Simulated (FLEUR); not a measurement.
# SnTe (F-43m) in FLEUR: a series of runs, part 2 of 2

FLEUR MaX-R8.1 (later development tree).

### 3 Single point, PBE

inp.xml

```xml
<?xml version="1.0" encoding="UTF-8" standalone="no"?>
<fleurInput fleurInputVersion="0.39">
   <comment>
      SnTe                                                                                                
   </comment>
   <calculationSetup>
      <cutoffs Kmax="4.1" Gmax="12.7" GmaxXC="12.7" numbands="0"/>
      <scfLoop itmax="60" minDistance="0.00001" maxIterBroyd="15" imix="Anderson" alpha="0.05" precondParam="0.0" spinf="2.0" sdNocoIR="T"/>
      <coreElectrons ctail="T" frcor="F" kcrel="0" coretail_lmax="0"/>
      <xcFunctional name="pbe" relativisticCorrections="F"/>
      <magnetism jspins="1"/>
      <soc l_soc="F" theta="0.0" phi="0.0" spav="F"/>
      <expertModes spex="0" secvar="F"/>
      <geometryOptimization l_f="F" forcealpha="1.0" forcemix="BFGS" epsdisp="0.00001" epsforce="0.00001"/>
      <ldaU l_linMix="F" mixParam="0.05" spinf="1.0"/>
   </calculationSetup>
   <cell>
      <bzIntegration valenceElectrons="44.0" mode="hist" fermiSmearingEnergy="0.00183747">
         <kPointListSelection listName="default-1"/>
         <!-- k-points included here -->
         <xi:include xmlns:xi="http://www.w3.org/2001/XInclude" href="kpts.xml"> </xi:include>
      </bzIntegration>
      <!-- symmetry operations included here -->
      <xi:include xmlns:xi="http://www.w3.org/2001/XInclude" href="sym.xml"> </xi:include>
      <bulkLattice scale="1.0">
         <bravaisMatrix>
            <row-1>    0.0000000000000000     6.8240769359447917     6.8240769359447917</row-1>
            <row-2>    6.8240769359447917     0.0000000000000000     6.8240769359447917</row-2>
            <row-3>    6.8240769359447917     6.8240769359447917     0.0000000000000000</row-3>
         </bravaisMatrix>
      </bulkLattice>
   </cell>
   <atomSpecies>
      <species name="Tellurium (Te)" element="Te" atomicNumber="52">
         <mtSphere radius="2.66" gridPoints="879" logIncrement="0.015"/>
         <atomicCutoffs lmax="10" lnonsphr="10"/>
         <electronConfig flipSpins="F">
            <coreConfig>(1s1/2) (2s1/2) (2p1/2) (2p3/2) (3s1/2) (3p1/2) (3p3/2) (4s1/2) (3d3/2) (3d5/2)</coreConfig>
            <valenceConfig>(4p1/2) (4p3/2) (5s1/2) (4d3/2) (4d5/2) (5p1/2) (5p3/2)</valenceConfig>
            <stateOccupation state="(5p1/2)" spinUp="0.666667" spinDown="0.666667"/>
            <stateOccupation state="(5p3/2)" spinUp="1.333333" spinDown="1.333333"/>
         </electronConfig>
         <energyParameters s="5" p="5" d="5" f="4"/>
         <lo type="SCLO" l="1" n="4" eDeriv="0"/>
         <lo type="SCLO" l="1" n="4" eDeriv="1"/>
         <lo type="SCLO" l="2" n="4" eDeriv="0"/>
         <lo type="SCLO" l="2" n="4" eDeriv="1"/>
         <lo type="SCLO" l="0" n="5" eDeriv="2"/>
         <lo type="SCLO" l="3" n="4" eDeriv="2"/>
      </species>
      <species name="Tin (Sn)" element="Sn" atomicNumber="50">
         <mtSphere radius="2.66" gridPoints="879" logIncrement="0.015"/>
         <atomicCutoffs lmax="10" lnonsphr="10"/>
         <electronConfig flipSpins="F">
            <coreConfig>(1s1/2) (2s1/2) (2p1/2) (2p3/2) (3s1/2) (3p1/2) (3p3/2) (3d3/2) (3d5/2)</coreConfig>
            <valenceConfig>(4s1/2) (4p1/2) (4p3/2) (5s1/2) (4d3/2) (4d5/2) (5p1/2) (5p3/2)</valenceConfig>
            <stateOccupation state="(5p1/2)" spinUp="0.333333" spinDown="0.333333"/>
            <stateOccupation state="(5p3/2)" spinUp="0.666667" spinDown="0.666667"/>
         </electronConfig>
         <energyParameters s="5" p="5" d="4" f="4"/>
         <lo type="SCLO" l="0" n="4" eDeriv="0"/>
         <lo type="SCLO" l="1" n="4" eDeriv="0"/>
         <lo type="SCLO" l="1" n="4" eDeriv="1"/>
         <lo type="SCLO" l="2" n="4" eDeriv="2"/>
         <lo type="SCLO" l="3" n="4" eDeriv="2"/>
      </species>
   </atomSpecies>
   <atomGroups>
      <atomGroup species="Tellurium (Te)">
         <relPos label="                   1">1.000/4.000 1.000/4.000 1.000/4.000</relPos>
         <force calculate="T" relaxXYZ="TTT"/>
      </atomGroup>
      <atomGroup species="Tin (Sn)">
         <relPos label="                   2">.0000000000 .0000000000 .0000000000</relPos>
         <force calculate="T" relaxXYZ="TTT"/>
      </atomGroup>
   </atomGroups>
   <output dos="F" band="F" slice="F">
      <checks vchk="F" cdinf="F"/>
      <bandDOS minEnergy="-.5*Htr" maxEnergy="0.5*Htr" sigma="0.015" storeEVData="T"/>
      <vacuumDOS vacdos="F" integ="F" star="F" nstars="0" locx1="0.0" locy1="0.0" locx2="0.0" locy2="0.0" nstm="0" tworkf="0.0"/>
      <unfoldingBand unfoldBand="F" supercellX="1" supercellY="1" supercellZ="1"/>
      <plotting iplot="0" polar="F">
         <plot TwoD="T" vec1="  1.0  0.0  0.0" vec2="  0.0  1.0  0.0" vec3="  0.0  0.0  1.0" zero="  0.0  0.0  0.0" file="plot"/>
      </plotting>
      <chargeDensitySlicing numkpt="0" minEigenval="0.0" maxEigenval="0.0" nnne="0" pallst="F"/>
      <specialOutput eonly="F"/>
      <moessbauerParams electricFieldGradient="T" isomerShift="T" coreHyperfine="T" valenceHyperfine="T"/>
      <magneticCircularDichroism mcd="F" energyLo="-10.0" energyUp="0.0"/>
   </output>
  <!-- We include the file relax.xml here to enable relaxations (see documentation) -->
  <xi:include xmlns:xi="http://www.w3.org/2001/XInclude" href="relax.xml"> <xi:fallback/> </xi:include>
</fleurInput>
```

crystal.txt

```
SnTe
&input cartesian=F /
0.0000000000  3.6111460000  3.6111460000
3.6111460000  0.0000000000  3.6111460000
3.6111460000  3.6111460000  0.0000000000
1.8897261246
1.0 1.0 1.0

2
52 0.2500000000  0.2500000000  0.2500000000
50 0.0000000000  0.0000000000  0.0000000000

&kpt div1=7 div2=7 div3=7 gamma=T /
```

Potentials or basis: all-electron, FLAPW.

On the command line:

```sh
$ inpgen -f crystal.txt -profile fastHighL
$ # inp.xml edited to the form shown
$ fleur_MPI
```

The log of the run:

```text
Welcome to FLEUR        (www.flapw.de)
      MaX-Release 8.1          (www.max-centre.eu)

 ========== k-point set info ==========
 Selected k-point list: default-1
 k-point list type: mesh
 7 x 7 x 7
 Number of k points: 20

 ------------Calculation Setup---------------------------
 Number of MPI-tasks      :            1
 Number of PE/node        :            1
 Number of OMP-threads    :            1
 Most efficient MPI parallelization for:
           1           2           4           5          10          20
 Additional eigenvalue parallelization possible
 Number of basis functions:          841
 Approximate size of matrices (H+S) per k-point:         0.021 GB
 --------------------------------------------------------
 Iteration:     1   Distance:       4.09706698 me/bohr^3
 Iteration:     2   Distance:       3.79737438 me/bohr^3
 Iteration:     3   Distance:       2.02600602 me/bohr^3
 Iteration:     4   Distance:       1.17897008 me/bohr^3
 Iteration:     5   Distance:       0.57396483 me/bohr^3
 Iteration:     6   Distance:       0.08304921 me/bohr^3
 Iteration:     7   Distance:       0.08604703 me/bohr^3
 Iteration:     8   Distance:       0.01141244 me/bohr^3
 Iteration:     9   Distance:       0.00382495 me/bohr^3
 Iteration:    10   Distance:       0.00201699 me/bohr^3
 Iteration:    11   Distance:       0.00038220 me/bohr^3
 Iteration:    12   Distance:       0.00027649 me/bohr^3
 Iteration:    13   Distance:       0.00006928 me/bohr^3
 Iteration:    14   Distance:       0.00001103 me/bohr^3
 Iteration:    15   Distance:       0.00000665 me/bohr^3

 ********************************************************************
 Run finished successfully
 Stop message:
   all done
 ********************************************************************
```

out.xml (last iteration):

```text
<iteration numberForCurrentRun="   15" overallNumber="   15">
         <energyParameters units="Htr">
            <atomicEP atomType="1" spin="1" branch="5s" branchLowest="-5.74" branchHighest="0.18" value="-0.2915387237"/>
            <atomicEP atomType="1" spin="1" branch="5p" branchLowest="-3.90" branchHighest="0.81" value="0.0080018284"/>
            <atomicEP atomType="1" spin="1" branch="5d" branchLowest="-1.22" branchHighest="1.90" value="0.2560423901"/>
            <atomicEP atomType="1" spin="1" branch="4f" branchLowest="-9.99" branchHighest="1.41" value="0.4144003028"/>
[... 134 lines left out ...]
            </atomTypeDependentContributions>
            <tkbTimesEntropy value="0.0000430158"/>
            <freeEnergy value="-12975.9310986080"/>
            <extrapolationTo0K value="-12975.9310771001"/>
         </totalEnergy>
         <densityConvergence units="me/bohr^3">
            <chargeDensity spin="1" distance="0.0000066475"/>
         </densityConvergence>
      </iteration>
```

Wall time 89 s (1 thread of Intel Xeon 6975P-C (Granite Rapids), shared host); peak memory 0.09 GiB.

Results:

| Item | Value |
| --- | --- |
| Free energy | -353093.0730 eV |
| Band gap on the k mesh | 0.33 eV, indirect (least direct gap 0.83 eV) |
| Valence electrons inside the program's atomic spheres | Te 20.10; Sn 20.07 (radii Te 2.66, Sn 2.66 bohr) |

Levels at points of the mesh, in eV from the valence-band top:
| k point | band 18 | band 19 | band 20 | band 21 | band 22 | band 23 | band 24 | band 25 | band 26 | band 27 |
| --- | --- | --- | --- | --- | --- | --- | --- | --- | --- | --- |
| (0.00, 0.00, 0.00) | -11.35 | -5.00 | -1.75 | -1.75 | -1.75 | 1.19 | 1.19 | 1.19 | 4.32 | 6.66 |

Core levels (eV from the Fermi level):
| atom | levels |
| --- | --- |
| 1 Te | 1s1/2 -31602.7, 2s1/2 -4840.7, 2p1/2 -4534.9, 2p3/2 -4260.4, 3s1/2 -959.5, 3p1/2 -833.8, 3p3/2 -782.6, 4s1/2 -159.3, 3d3/2 -561.0, 3d5/2 -550.3 |
| 2 Sn | 1s1/2 -28991.8, 2s1/2 -4372.2, 2p1/2 -4083.6, 2p3/2 -3853.0, 3s1/2 -840.6, 3p1/2 -723.4, 3p3/2 -681.3, 3d3/2 -474.2, 3d5/2 -465.5 |

Caveat: spin-orbit coupling is left out, which moves the levels of the heavy elements; an odd mesh through Γ misses points on the zone boundary, where band edges often lie.
